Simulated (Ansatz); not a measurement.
Co: input and output of an SCF run

We look at Co: the coordinates of a database entry, unrelaxed (space group I4/mmm), with 1 atom per cell. The cell is far larger than its atoms need, so the entry probably lacks atoms. Source: COD entry 4105684; the sample's temperature and pressure aren't taken into account, and it need not be the stable phase.

Level of theory: Ansatz, DFT, PBE, PAW, plane waves, scalar-relativistic.

Input file:

```yaml
crystal:
  lattice:
    - [-1.99549069, 1.99549069, 8.85685]
    - [1.99549069, -1.99549069, 8.85685]
    - [1.99549069, 1.99549069, -8.85685]
  atoms:
    - { symbol: Co, position: [0.0, 0.0, 0.0], spin: 3.0 }
magnetization:
  spin_polarized: true
hamiltonian:
  xc: pbe
  pseudopotentials: { kind: paw }
basis:
  ecutwfc: 420
kpoints:
  mp_grid: { grid: [7, 7, 9] }
scf:
  occupations: { method: fermi_dirac, width: 0.1 }
  lower_state_search: "off"
  max_iter: 80
output:
  forces: true
  stress: true
```

Launched as:
```sh
ansatz run input.yaml --threads 2 --pin off --max-ram 5120MiB --backend cpu --events-out ev --progress --plain --runs-dir out
```

Output (shortened):

```
Warning: crystal.symmetry: narrowed to the stabiliser of the k-point mesh — unitary ops 16 → 4; excluded 12 operations that carry a point of the 7×7×9 mesh (shift [0, 0, 0]) off the mesh (the run samples exactly the mesh kpoints.mp_grid names, as under crystal.symmetry.detect: false, and its converged state has the mesh's symmetry, not the crystal's; [...]
basis.fft_grid_basis auto: the FFT boxes are laid along the combinations [[1, 0, 1], [0, 1, 1], [0, 0, 1]] of the cell's own vectors, 3.991, 3.991 and 9.296 Å long. The dense box has 27×27×64 points. Along the cell's own vectors, as sized, it would have 64×64×64, 5.62 times as many. [...]
Pseudopotentials: kind: paw
Pseudopotential: Co, paw, valence charge 17, recommended cutoff 420 eV (normal), Co.paw.azcp
Functional definition: PBE
Crystal: 1 atoms, lattice volume = 141.071 Å³
Basis set: ecut = 420 eV, 2769 PW (Γ), FFT grids on a1+a3, a2+a3, a3, exchange–correlation on 54×54×128 points (8 copies of the dense FFT grid, shifted against one another)
Bands: 14, of which v1, the nominal top of the filled ones, is band 9 counted from 1 (8 counted from 0)
Symmetry: 4 space group operations
k-points: 128 of 441
Non-local potential: Co, projectors of the file, l = 0: 3, l = 1: 2, l = 2: 3, l = 3: 1
Initial density: superposition of atomic densities (chi_scale 0.1, normalization cell)
Starting moments: Σ|m| = 3 μB on 1 of 1 site
Initial wavefunctions: pseudopotential atomic-orbital guess
Functional: x = pbe(κ = 0.804, μ = 0.2195149727645171), c = pbe(β = 0.06672455060314922)
SCF iter   1: F=—  HF=-5122.798520 eV  |F-HF|=—  |Δ(HF+E_count)|=         —  Δρ=1.23e-1 (↑1.26e-2 ↓1.23e-1)  dr2=1.69e1  dr2_m=4.87e0  M=1.348 μB ∫|m|=1.348 μB  β_m=0.30  ethr=3.10e-3  ⟨swp⟩=5.5  Hψ=20543  notcnv=0
preconditioner: auto → none  [metal: Δε(μ)=0.001 eV  Ē_g=6.983 eV  σ=0.100 eV  W_gap=0.00  n_scr=20 (ndim 8)  ℏωp=9.4 eV  f_vac=0.601  D(μ)=9.07/eV (n_scr^D=80)  sad-step TF]
SCF iter   2: F=—  HF=-5122.573386 eV  |F-HF|=—  |Δ(HF+E_count)|=   2.25e-1  Δρ=4.95e-2 (↑4.95e-2 ↓4.81e-2)  dr2=7.57e0  dr2_m=7.85e-3  M=3.004 μB ∫|m|=3.106 μB  β_m=0.30  ethr=3.10e-3  ⟨swp⟩=3.0  Hψ=11330  notcnv=0  defer=8
SCF iter   3: F=—  HF=-5121.375812 eV  |F-HF|=—  |Δ(HF+E_count)|=    1.20e0  Δρ=2.23e-2 (↑2.23e-2 ↓3.98e-3)  dr2=3.30e-1  dr2_m=1.70e-1  M=2.770 μB ∫|m|=2.785 μB  β_m=0.30  ethr=3.10e-3  ⟨swp⟩=2.3  Hψ=8356  notcnv=0  defer=8
Mixer restart at iter 3: flushing history
spin-set hold released at iteration 3 (the charge has settled, or the pull on large starting moments outlasts its swing): the magnetisation degrees of freedom join the quasi-Newton model from the next iteration; the mixer history was flushed
SCF iter   4: F=—  HF=-5121.472586 eV  |F-HF|=—  |Δ(HF+E_count)|=   9.68e-2  Δρ=4.46e-2 (↑9.81e-3 ↓4.46e-2)  dr2=1.51e0  dr2_m=9.34e-1  M=2.285 μB ∫|m|=2.286 μB  β_m=0.19  ethr=1.94e-3  ⟨swp⟩=2.1  Hψ=7985  notcnv=0  defer=8  recentre
SCF iter   5: F=—  HF=-5121.361518 eV  |F-HF|=—  |Δ(HF+E_count)|=   1.11e-1  Δρ=1.64e-2 (↑1.64e-2 ↓5.05e-3)  dr2=1.07e-1  dr2_m=1.33e-1  M=2.709 μB ∫|m|=2.718 μB  β_m=0.13  ethr=1.94e-3  ⟨swp⟩=2.2  Hψ=7109  notcnv=0  defer=8
SCF iter   6: F=—  HF=-5121.369974 eV  |F-HF|=—  |Δ(HF+E_count)|=   8.46e-3  Δρ=1.02e-2 (↑1.02e-2 ↓5.93e-3)  dr2=1.82e-2  dr2_m=7.65e-2  M=2.649 μB ∫|m|=2.655 μB  β_m=0.52  ethr=6.27e-4  ⟨swp⟩=2.1  Hψ=5608  notcnv=0  defer=8
SCF iter   7: F=—  HF=-5121.413784 eV  |F-HF|=—  |Δ(HF+E_count)|=   4.38e-2  Δρ=6.44e-3 (↑1.57e-3 ↓6.44e-3)  dr2=1.06e-2  dr2_m=1.51e-2  M=2.614 μB ∫|m|=2.617 μB  β_m=0.84  ethr=1.07e-4  ⟨swp⟩=2.1  Hψ=6188  notcnv=0  defer=3
SCF iter   8: F=—  HF=-5121.448374 eV  |F-HF|=—  |Δ(HF+E_count)|=   3.46e-2  Δρ=6.95e-3 (↑4.77e-4 ↓6.95e-3)  dr2=9.79e-3  dr2_m=1.64e-2  M=2.619 μB ∫|m|=2.622 μB  β_m=0.92  ethr=6.22e-5  ⟨swp⟩=2.2  Hψ=6628  notcnv=0
SCF iter   9: F=—  HF=-5121.435776 eV  |F-HF|=—  |Δ(HF+E_count)|=   1.26e-2  Δρ=8.26e-3 (↑7.20e-4 ↓8.26e-3)  dr2=1.62e-2  dr2_m=2.33e-2  M=2.617 μB ∫|m|=2.620 μB  β_m=0.96  ethr=5.76e-5  ⟨swp⟩=1.3  Hψ=4618  notcnv=0
SCF iter  10: F=—  HF=-5121.461998 eV  |F-HF|=—  |Δ(HF+E_count)|=   2.62e-2  Δρ=8.77e-3 (↑5.12e-4 ↓8.77e-3)  dr2=1.88e-2  dr2_m=2.59e-2  M=2.618 μB ∫|m|=2.621 μB  β_m=0.98  ethr=5.76e-5  ⟨swp⟩=1.0  Hψ=3673  notcnv=0
SCF iter  11: F=—  HF=-5121.428306 eV  |F-HF|=—  |Δ(HF+E_count)|=   3.37e-2  Δρ=8.37e-3 (↑1.26e-3 ↓8.37e-3)  dr2=1.56e-2  dr2_m=2.41e-2  M=2.621 μB ∫|m|=2.625 μB  β_m=0.48  ethr=5.76e-5  ⟨swp⟩=2.4  Hψ=5549  notcnv=0
SCF iter  12: F=—  HF=-5121.448386 eV  |F-HF|=—  |Δ(HF+E_count)|=   2.01e-2  Δρ=8.10e-3 (↑1.16e-3 ↓8.10e-3)  dr2=1.69e-2  dr2_m=2.21e-2  M=2.608 μB ∫|m|=2.612 μB  β_m=0.20  ethr=5.76e-5  ⟨swp⟩=2.2  Hψ=5172  notcnv=0
[... 25 iterations left out ...]
SCF iter  38: F=—  HF=-5121.491617 eV  |F-HF|=—  |Δ(HF+E_count)|=   1.54e-4  Δρ=6.67e-4 (↑1.63e-5 ↓6.67e-4)  dr2=1.04e-4  dr2_m=1.46e-4  M=2.666 μB ∫|m|=2.670 μB  β_m=0.27  ethr=7.76e-7  ⟨swp⟩=1.0  Hψ=3584  notcnv=0
SCF iter  39: F=—  HF=-5121.491427 eV  |F-HF|=—  |Δ(HF+E_count)|=   1.90e-4  Δρ=2.41e-4 (↑2.38e-5 ↓2.41e-4)  dr2=1.66e-5  dr2_m=1.85e-5  M=2.667 μB ∫|m|=2.670 μB  β_m=0.76  ethr=6.14e-7  ⟨swp⟩=1.9  Hψ=4511  notcnv=0
SCF iter  40: F=—  HF=-5121.491420 eV  |F-HF|=—  |Δ(HF+E_count)|=   7.38e-6  Δρ=2.21e-4 (↑1.95e-5 ↓2.21e-4)  dr2=3.76e-5  dr2_m=1.45e-5  M=2.667 μB ∫|m|=2.671 μB  β_m=0.88  ethr=9.78e-8  ⟨swp⟩=2.0  Hψ=6590  notcnv=0
SCF iter  41: F=—  HF=-5121.491435 eV  |F-HF|=—  |Δ(HF+E_count)|=   1.51e-5  Δρ=2.19e-4 (↑8.92e-6 ↓2.19e-4)  dr2=1.24e-5  dr2_m=1.57e-5  M=2.665 μB ∫|m|=2.669 μB  β_m=0.94  ethr=9.78e-8  ⟨swp⟩=2.6  Hψ=5576  notcnv=0
SCF iter  42: F=—  HF=-5121.491441 eV  |F-HF|=—  |Δ(HF+E_count)|=   5.73e-6  Δρ=2.31e-4 (↑1.26e-5 ↓2.31e-4)  dr2=1.77e-5  dr2_m=1.69e-5  M=2.665 μB ∫|m|=2.668 μB  β_m=0.97  ethr=7.30e-8  ⟨swp⟩=1.5  Hψ=4173  notcnv=0
SCF iter  43: F=—  HF=-5121.491438 eV  |F-HF|=—  |Δ(HF+E_count)|=   2.25e-6  Δρ=2.17e-4 (↑1.09e-5 ↓2.17e-4)  dr2=1.40e-5  dr2_m=1.51e-5  M=2.665 μB ∫|m|=2.668 μB  β_m=0.72  ethr=7.30e-8  ⟨swp⟩=1.0  Hψ=3584  notcnv=0
SCF iter  44: F=—  HF=-5121.491448 eV  |F-HF|=—  |Δ(HF+E_count)|=   9.89e-6  Δρ=2.42e-4 (↑4.52e-6 ↓2.42e-4)  dr2=1.77e-5  dr2_m=1.89e-5  M=2.663 μB ∫|m|=2.667 μB  β_m=0.35  ethr=7.30e-8  ⟨swp⟩=2.3  Hψ=4867  notcnv=0
SCF iter  45: F=—  HF=-5121.491477 eV  |F-HF|=—  |Δ(HF+E_count)|=   2.84e-5  Δρ=3.11e-4 (↑7.56e-6 ↓3.11e-4)  dr2=2.20e-5  dr2_m=3.14e-5  M=2.664 μB ∫|m|=2.667 μB  β_m=0.76  ethr=7.30e-8  ⟨swp⟩=2.0  Hψ=4455  notcnv=0
SCF iter  46: F=—  HF=-5121.491496 eV  |F-HF|=—  |Δ(HF+E_count)|=   1.94e-5  Δρ=3.86e-4 (↑1.64e-5 ↓3.86e-4)  dr2=5.04e-5  dr2_m=4.73e-5  M=2.663 μB ∫|m|=2.667 μB  β_m=0.65  ethr=7.30e-8  ⟨swp⟩=2.2  Hψ=5414  notcnv=0
SCF iter  47: F=—  HF=-5121.491568 eV  |F-HF|=—  |Δ(HF+E_count)|=   7.23e-5  Δρ=4.95e-4 (↑9.03e-6 ↓4.95e-4)  dr2=6.81e-5  dr2_m=8.02e-5  M=2.666 μB ∫|m|=2.670 μB  β_m=0.34  ethr=7.30e-8  ⟨swp⟩=2.0  Hψ=5674  notcnv=0
SCF iter  48: F=—  HF=-5121.491474 eV  |F-HF|=—  |Δ(HF+E_count)|=   9.41e-5  Δρ=2.16e-4 (↑2.62e-5 ↓2.16e-4)  dr2=9.80e-6  dr2_m=1.59e-5  M=2.665 μB ∫|m|=2.669 μB  β_m=0.96  ethr=7.30e-8  ⟨swp⟩=2.1  Hψ=5346  notcnv=0
SCF iter  49: F=—  HF=-5121.491453 eV  |F-HF|=—  |Δ(HF+E_count)|=   2.09e-5  Δρ=2.48e-4 (↑1.46e-5 ↓2.48e-4)  dr2=2.39e-5  dr2_m=1.93e-5  M=2.663 μB ∫|m|=2.667 μB  β_m=0.98  ethr=5.77e-8  ⟨swp⟩=2.3  Hψ=5855  notcnv=0
SCF iter  50: F=—  HF=-5121.491444 eV  |F-HF|=—  |Δ(HF+E_count)|=   9.65e-6  Δρ=2.14e-4 (↑2.10e-5 ↓2.14e-4)  dr2=2.26e-5  dr2_m=1.40e-5  M=2.663 μB ∫|m|=2.667 μB  β_m=0.99  ethr=5.77e-8  ⟨swp⟩=1.0  Hψ=3608  notcnv=0
SCF iter  51: F=—  HF=-5121.491445 eV  |F-HF|=—  |Δ(HF+E_count)|=   9.66e-7  Δρ=1.86e-4 (↑1.03e-5 ↓1.86e-4)  dr2=9.22e-6  dr2_m=1.11e-5  M=2.664 μB ∫|m|=2.668 μB  ethr=5.77e-8  ⟨swp⟩=1.0  Hψ=8804  notcnv=0
Mixer restart at iter 51: flushing history
iteration 51: the SCF's residuals had fallen too slowly under its mixing. It goes on by minimising its free energy, and can end on another state than longer mixing would; under `scf.algorithm: density_mixing` no SCF does so, but by `scf.convergence.dm_fallback`
SCF iter  52: F=—  HF=-5121.696730 eV  |F-HF|=—  |Δ(HF+E_count)|=   2.05e-1  Δρ=1.79e-3 (↑1.79e-3 ↓9.01e-4)  dr2=4.40e-3  dr2_m=6.26e-4  M=2.614 μB ∫|m|=2.618 μB  ethr=5.43e-8  ⟨swp⟩=3.6  Hψ=34716  notcnv=0
SCF iter  53: F=—  HF=-5121.697558 eV  |F-HF|=—  |Δ(HF+E_count)|=   8.27e-4  Δρ=1.17e-3 (↑2.61e-4 ↓1.17e-3)  dr2=1.35e-3  dr2_m=3.20e-4  M=2.585 μB ∫|m|=2.589 μB  ethr=5.43e-8  ⟨swp⟩=3.2  Hψ=18847  notcnv=0
SCF iter  54: F=—  HF=-5121.698674 eV  |F-HF|=—  |Δ(HF+E_count)|=   1.12e-3  Δρ=1.57e-4 (↑1.16e-4 ↓1.57e-4)  dr2=1.01e-5  dr2_m=1.79e-5  M=2.596 μB ∫|m|=2.601 μB  ethr=5.43e-8  ⟨swp⟩=3.5  Hψ=19704  notcnv=0
SCF iter  55: F=—  HF=-5121.700391 eV  |F-HF|=—  |Δ(HF+E_count)|=   1.72e-3  Δρ=9.14e-4 (↑1.72e-4 ↓9.14e-4)  dr2=9.88e-4  dr2_m=2.14e-4  M=2.604 μB ∫|m|=2.609 μB  ethr=5.43e-8  ⟨swp⟩=3.7  Hψ=19896  notcnv=0
SCF iter  56: F=—  HF=-5121.700319 eV  |F-HF|=—  |Δ(HF+E_count)|=   7.24e-5  Δρ=2.58e-4 (↑1.29e-4 ↓2.58e-4)  dr2=5.69e-5  dr2_m=1.56e-5  M=2.595 μB ∫|m|=2.600 μB  ethr=5.43e-8  ⟨swp⟩=2.9  Hψ=15534  notcnv=0
SCF iter  57: F=—  HF=-5121.700562 eV  |F-HF|=—  |Δ(HF+E_count)|=   2.43e-4  Δρ=6.37e-5 (↑5.24e-5 ↓6.37e-5)  dr2=9.97e-7  dr2_m=3.47e-6  M=2.596 μB ∫|m|=2.601 μB  ethr=5.43e-8  ⟨swp⟩=3.1  Hψ=17513  notcnv=0
SCF iter  58: F=—  HF=-5121.700971 eV  |F-HF|=—  |Δ(HF+E_count)|=   4.09e-4  Δρ=1.53e-4 (↑8.21e-5 ↓1.53e-4)  dr2=3.50e-5  dr2_m=2.41e-6  M=2.598 μB ∫|m|=2.603 μB  ethr=5.87e-9  ⟨swp⟩=3.3  Hψ=18803  notcnv=0
SCF iter  59: F=—  HF=-5121.700968 eV  |F-HF|=—  |Δ(HF+E_count)|=   2.87e-6  Δρ=4.93e-5 (↑2.46e-5 ↓4.93e-5)  dr2=1.48e-6  dr2_m=7.62e-7  M=2.596 μB ∫|m|=2.601 μB  ethr=5.87e-9  ⟨swp⟩=1.1  Hψ=10933  notcnv=0
SCF iter  60: F=—  HF=-5121.700983 eV  |F-HF|=—  |Δ(HF+E_count)|=   1.52e-5  Δρ=1.42e-5 (↑1.42e-5 ↓1.31e-5)  dr2=4.05e-8  dr2_m=2.17e-7  M=2.596 μB ∫|m|=2.601 μB  ethr=5.88e-10  ⟨swp⟩=3.9  Hψ=19280  notcnv=0
SCF iter  61: F=—  HF=-5121.701010 eV  |F-HF|=—  |Δ(HF+E_count)|=   2.71e-5  Δρ=2.87e-5 (↑2.87e-5 ↓2.65e-5)  dr2=1.65e-6  dr2_m=1.37e-8  M=2.596 μB ∫|m|=2.602 μB  ethr=2.38e-10  ⟨swp⟩=2.9  Hψ=17878  notcnv=0
SCF iter  62: F=—  HF=-5121.701010 eV  |F-HF|=—  |Δ(HF+E_count)|=   3.50e-7  Δρ=8.91e-6 (↑2.89e-6 ↓8.91e-6)  dr2=4.54e-8  dr2_m=2.19e-8  M=2.596 μB ∫|m|=2.602 μB  ethr=2.38e-10  ⟨swp⟩=2.8  Hψ=13580  notcnv=0
SCF iter  63: F=-5121.701010 eV  HF=-5121.701010 eV  |F-HF|=1.01e-9  |Δ(HF+E_count)|=   8.25e-8  Δρ=1.16e-6 (↑1.16e-6 ↓8.09e-7)  dr2=6.91e-10  dr2_m=1.00e-9  M=2.596 μB ∫|m|=2.602 μB  ethr=2.38e-10  ⟨swp⟩=2.0  Hψ=12270  notcnv=0
SCF iter  64: F=-5121.701010 eV  HF=-5121.701010 eV  |F-HF|=1.01e-9  |Δ(HF+E_count)|=  9.09e-13  Δρ=1.16e-6 (↑1.16e-6 ↓8.10e-7)  dr2=6.89e-10  dr2_m=1.00e-9  M=2.596 μB ∫|m|=2.602 μB  ethr=4.06e-12  ⟨swp⟩=1.1  Hψ=12733  notcnv=0
SCF 1 converged in 64 iterations: F = -5121.701010 eV  dr2 = 6.89e-10
  greatest PAW one-centre occupation: 1.004 electrons in one spin orbital (limit 2), on the Co atom at site 0 (counted from 0), in its partial waves of l = 1
SCF converged after 64 iterations
Stability not told: the SCF's own minimisation came to no verdict on its close; the lowest value that the minimisation read is 9.5e-3 (residual 5.1e-5): no lower mode is shown, and none is ruled out
Magnetization: 2.5959 μB (9.7980 up, 7.2020 down)
Absolute magnetization: 2.6015 μB (∫|ρ↑−ρ↓|, with the PAW one-centre terms)
Spin contamination: 0.0091 ħ² per cell (⟨S²⟩ above its minimum at these occupations)
Per-site moments (μB) at R_I (Å): [(2.5388, 1.6462)]
Free energy (F): -5121.701010 eV
Harris-Foulkes:  -5121.701010 eV  (|F-HF|=1.01e-9)
Internal energy: -5121.609170 eV  (E = F + TS)
E sigma→0 (E₀):  -5121.655090 eV
Entropy (-TS):   -0.091840 eV (-91.840 meV/atom)
Fermi energy:    -2.438826 eV
--- Per-component energies (eV) ---
  E_band       = -590.131871
  E_kinetic    = 444.363526
  E_local      = -6272.197613  (includes V_loc(G=0)·N_el)
  E_nonlocal   = 471.404274
  E_hartree    = 2734.058364
  E_xc         = -151.123688
  E_vxc        = -194.293227  (∫ρ·V_xc dr)
  E_paw        = -1526.282650  (= ΣΔE_a)
  E_vpaw       = -507.527433  (= ΣTr[D̂ρ^β])
  E_aug_tail   = 0.000081  (compensation charges beyond the density's cutoff)
  E_ewald      = -821.831463
  E_smearing   = -0.091840  (= −TS)
  E_closure    = 0.000000  (closes the sum)
  Σ components = -5121.701010   (vs F -5121.701010, Δ=0.00e0)
--- Forces (eV/Å), atoms counted from 1 ---
  atom   1  Co     0.00000000     0.00000000     0.00000000
  max |Σ_I F_I| component: 7.57e-29 eV/Å
--- Stress (GPa, compression-positive) ---
       -1.710888       0.008827       0.000041
        0.008827      -1.710888       0.000041
        0.000103       0.000103      -0.001059
  P = ⅓ Tr σ = -1.1409 GPa (-11.409 kbar)
--- Band table (eV; the first three rows and the last of 256) ---
  k-point 0 ↑: bands = ["-98.2673", "-61.6618", "-61.5758", "-61.5514", "-5.0922", "-5.0411", "-4.4642", "-4.4553", "-4.0227", "-4.0200", "-0.1547", "1.5468", "4.5780", "4.6066"]
  k-point 1 ↑: bands = ["-98.2674", "-61.6618", "-61.5758", "-61.5514", "-5.0932", "-5.0516", "-4.4280", "-4.2714", "-4.0323", "-4.0016", "0.0748", "1.7685", "3.5878", "3.6031"]
  k-point 2 ↑: bands = ["-98.2673", "-61.6619", "-61.5759", "-61.5514", "-5.1057", "-5.0747", "-4.3518", "-4.0828", "-4.0568", "-3.5628", "0.7368", "2.1861", "2.2540", "2.5952"]
  k-point 127 ↓: bands = ["-95.6486", "-59.0387", "-59.0257", "-59.0008", "-3.7307", "-2.7636", "-2.7402", "-2.7012", "-1.5387", "-1.4810", "0.0715", "3.1652", "3.5965", "3.8847"]
```

With one magnetic atom in the cell its copies can only be parallel; orders in a larger cell may lie lower. Only one magnetic start was run, with no search, so the state need not be the lowest. The mesh has less symmetry than the lattice, which lowers the symmetry of the run.

The run took 5.3 min on 2 threads of Arm Neoverse V1, on a shared host, peak memory 1.1 GiB.
